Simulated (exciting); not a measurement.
# Mo (Fm-3m) in exciting: reference runs

Aim: a first look at Mo with PBE, on the cell as given and on a disturbed one.

Program: exciting (release sodium). These are calculated values, not measurements. Logs are shortened: lines on timing, memory, paths and dates and some standing lists are left out, and cuts for length are marked.

## 1. The structure

Symmetry: Fm-3m, No. 225, cubic system. The conventional cell has a = 4.030 Å, b = 4.030 Å, c = 4.030 Å, α = 90.00°, β = 90.00°, γ = 90.00°. Around Mo (site symmetry m-3m) lie 12 Mo at 2.85 Å.

This isn't the form of Mo at room conditions, which is bcc.

## 2. Single point, PBE

Contents of input.xml:

```xml
<input>
  <title>Mo</title>
  <structure speciespath="./" tshift="false">
    <crystal scale="1">
      <basevect>0.000000000000 3.807798141121 3.807798141121</basevect>
      <basevect>3.807798141121 0.000000000000 3.807798141121</basevect>
      <basevect>3.807798141121 3.807798141121 0.000000000000</basevect>
    </crystal>
    <species speciesfile="Mo.xml" rmt="2.29">
      <atom coord="0.000000000000 0.000000000000 0.000000000000"/>
    </species>
  </structure>
  <groundstate do="fromscratch" ngridk="11 11 11" rgkmax="8" gmaxvr="14" lmaxapw="10" lmaxmat="10" lmaxvr="8" xctype="GGA_PBE" stype="Fermi Dirac" swidth="0.00183747" nempty="12" ValenceRelativity="iora*" epsengy="1e-06" epspot="1e-06" maxscl="80" tforce="true" outputlevel="normal"/>
</input>
```

Potentials or basis: all-electron LAPW+lo, shipped species files, valence relativity iora*.

Run with:

```sh
$ OMP_NUM_THREADS=1 exciting_smp
```

INFO.OUT:

```text
================================================================================
EXCITING SODIUM started
[... 10 lines left out ...]

 Lattice vectors (cartesian) :
      0.0000000000      3.8077981411      3.8077981411
      3.8077981411      0.0000000000      3.8077981411
      3.8077981411      3.8077981411      0.0000000000

 Reciprocal lattice vectors (cartesian) :
     -0.8250418056      0.8250418056      0.8250418056
      0.8250418056     -0.8250418056      0.8250418056
      0.8250418056      0.8250418056     -0.8250418056

 Unit cell volume                           :     110.4210183861
 Brillouin zone volume                      :       2.2464039643

 Species :    1 (Mo)
     parameters loaded from                 :    Mo.xml
     name                                   :    molybdenum
     nuclear charge                         :     -42.00000000
     electronic charge                      :      42.00000000
     atomic mass                            :  174887.92120000
     muffin-tin radius                      :       2.29000000
     # of radial points in muffin-tin       :     400

     atomic positions (lattice) :
[... 7 lines left out ...]
 Number of crystal symmetries               :      48

 k-point grid                               :      11   11   11
 Total number of k-points                   :      56
 k-point set is reduced with crystal symmetries

 R^MT_min * |G+k|_max (rgkmax)              :       8.00000000
 Species with R^MT_min                      :       1 (Mo)
 Maximum |G+k| for APW functions            :       3.49344978
 Maximum |G| for potential and density      :      14.00000000

 G-vector grid sizes                        :      24    24    24
 Total number of G-vectors                  :    5029

 Maximum angular momentum used for
     APW functions                          :      10
     computing H and O matrix elements      :      10
     potential and density                  :       8
     inner part of muffin-tin               :       2

 Total nuclear charge                       :     -42.00000000
 Total electronic charge                    :      42.00000000
 Total core charge                          :      28.00000000
 Total valence charge                       :      14.00000000

 Number of empty states                     :      12
 Total number of valence states             :      20

 Maximum Hamiltonian size                   :      97
 Maximum number of plane-waves              :      84
 Total number of local-orbitals             :      13

 Exchange-correlation type                  :      20
[... 23 lines left out ...]
+ SCF iteration number :    1                                                  +
++++++++++++++++++++++++++++++++++++++++++++++++++++++++++++++++++++++++++++++++
 Total energy                               :     -4040.95153230
 _______________________________________________________________
 Fermi energy                               :         0.49870658
 Kinetic energy                             :      4204.09314866
 Coulomb energy                             :     -8121.36089980
 Exchange energy                            :      -121.47967057
 Correlation energy                         :        -2.20411060

 DOS at Fermi energy (states/Ha/cell)       :        39.25288221

 Electron charges :
     core                                   :        28.00000000
     core leakage                           :         0.00000388
     valence                                :        14.00000000
     interstitial                           :         2.67924022
     charge in muffin-tin spheres :
                  atom     1    Mo          :        39.32075978
     total charge in muffin-tins            :        39.32075978
     total charge                           :        42.00000000
[... 294 lines left out ...]
 Electron charges :
     core                                   :        28.00000000
     core leakage                           :         0.00000366
     valence                                :        14.00000000
     interstitial                           :         2.47178401
     charge in muffin-tin spheres :
                  atom     1    Mo          :        39.52821599
     total charge in muffin-tins            :        39.52821599
     total charge                           :        42.00000000

 RMS change in effective potential (target) :  0.121514E-08  ( 0.100000E-05)
 Absolute change in total energy   (target) :  0.309538E-06  ( 0.100000E-05)
 Charge distance                   (target) :  0.247247E-09  ( 0.100000E-04)
 Abs. change in max-nonIBS-force   (target) :   0.00000      ( 0.500000E-04)

++++++++++++++++++++++++++++++++++++++++++++++++++++++++++++++++++++++++++++++++
| Convergency criteria checked for the last 2 iterations                       +
| Convergence targets achieved. Performing final SCF iteration                 +
++++++++++++++++++++++++++++++++++++++++++++++++++++++++++++++++++++++++++++++++
 Total energy                               :     -4049.57219711
 _______________________________________________________________
 Fermi energy                               :         0.45793124
 Kinetic energy                             :      4198.28316376
 Coulomb energy                             :     -8123.96545416
 Exchange energy                            :      -121.68754700
 Correlation energy                         :        -2.20235971

 DOS at Fermi energy (states/Ha/cell)       :        45.11483286

 Electron charges :
     core                                   :        28.00000000
     core leakage                           :         0.00000366
     valence                                :        14.00000000
     interstitial                           :         2.47178401
     charge in muffin-tin spheres :
                  atom     1    Mo          :        39.52821599
     total charge in muffin-tins            :        39.52821599
     total charge                           :        42.00000000

++++++++++++++++++++++++++++++++++++++++++++++++++++++++++++++++++++++++++++++++
+ Self-consistent loop stopped                                                 +
++++++++++++++++++++++++++++++++++++++++++++++++++++++++++++++++++++++++++++++++
 STATE.OUT is written

--------------------------------------------------------------------------------
- Writing atomic positions and forces                                          -
--------------------------------------------------------------------------------

 Atomic positions (lattice) :
 atom     1  Mo  :     0.00000000    0.00000000    0.00000000

 Total atomic forces including IBS (cartesian) :
 atom     1  Mo  :     0.00000000    0.00000000    0.00000000

 Atomic force components including IBS (cartesian) :
 atom     1  Mo  :     0.00000000    0.00000000    0.00000000   HF force
                 :     0.00000000    0.00000000    0.00000000   core correction
                 :     0.00000000    0.00000000    0.00000000   IBS correction

********************************************************************************
[... 7 lines left out ...]
| EXCITING SODIUM stopped                                                      =
================================================================================
```

WARNINGS.OUT:

```text
Inversion symmetry is present. Consider using input%groundstate%solver%type = "inversionsymmetry"
```

Wall time 16 s (1 thread of Arm Neoverse V2, shared host); peak memory 0.09 GiB.

Results:

```yaml
Free_energy: -110194.4866 eV
Band_gap_on_the_k_mesh: none (metal or under the smearing width)
All_electrons_inside_the_program's_atomic_spheres: Mo 39.53 (radii Mo 2.29 bohr)
```

Levels at points of the mesh, in eV from the Fermi level:
```csv
k point,band 3,band 4,band 5,band 6,band 7,band 8,band 9,band 10,band 11,band 12
"(0.00, 0.00, 0.00)",-34.10,-34.10,-6.65,-0.66,-0.66,-0.66,1.93,1.93,13.06,18.17
```

Caveat: rgkmax is low for these elements, so energy differences scatter by about 1 meV per atom; the log's total energy holds no entropy term; the free energy is that total less TS from the occupations.

## 3. Single point, PBE (cell strained at random at fixed volume)

Contents of input.xml:

```xml
<input>
  <title>Mo</title>
  <structure speciespath="./" tshift="false">
    <crystal scale="1">
      <basevect>-0.009134936086 3.857756830678 3.870440672426</basevect>
      <basevect>3.736991992957 0.038518287598 3.822787448741</basevect>
      <basevect>3.764132239559 3.837243853595 0.011378040996</basevect>
    </crystal>
    <species speciesfile="Mo.xml" rmt="2.29">
      <atom coord="-0.005108000000 -0.001991000000 0.000577000000"/>
    </species>
  </structure>
  <groundstate do="fromscratch" ngridk="11 11 11" rgkmax="8" gmaxvr="14" lmaxapw="10" lmaxmat="10" lmaxvr="8" xctype="GGA_PBE" stype="Fermi Dirac" swidth="0.00183747" nempty="12" ValenceRelativity="iora*" epsengy="1e-06" epspot="1e-06" maxscl="80" tforce="true" outputlevel="normal"/>
</input>
```

Potentials or basis: all-electron LAPW+lo, shipped species files, valence relativity iora*.

Run with:

```sh
$ OMP_NUM_THREADS=1 exciting_smp
```

Wall time 8.6 min (1 thread of Arm Neoverse V2, shared host); peak memory 0.11 GiB.

The run converged. Its results:

```
Free energy                                       : -110194.4914 eV
Band gap on the k mesh                            : none (metal or under the smearing width)
All electrons inside the program's atomic spheres : Mo 39.53 (radii Mo 2.29 bohr)
```

Levels at points of the mesh, in eV from the Fermi level:
```csv
k point,band 4,band 5,band 6,band 7,band 8,band 9,band 10,band 11
"(0.00, 0.00, 0.00)",-34.10,-6.67,-0.89,-0.68,-0.48,1.74,2.07,13.04
```

Caveat: rgkmax is low for these elements, so energy differences scatter by about 1 meV per atom; the log's total energy holds no entropy term; the free energy is that total less TS from the occupations.
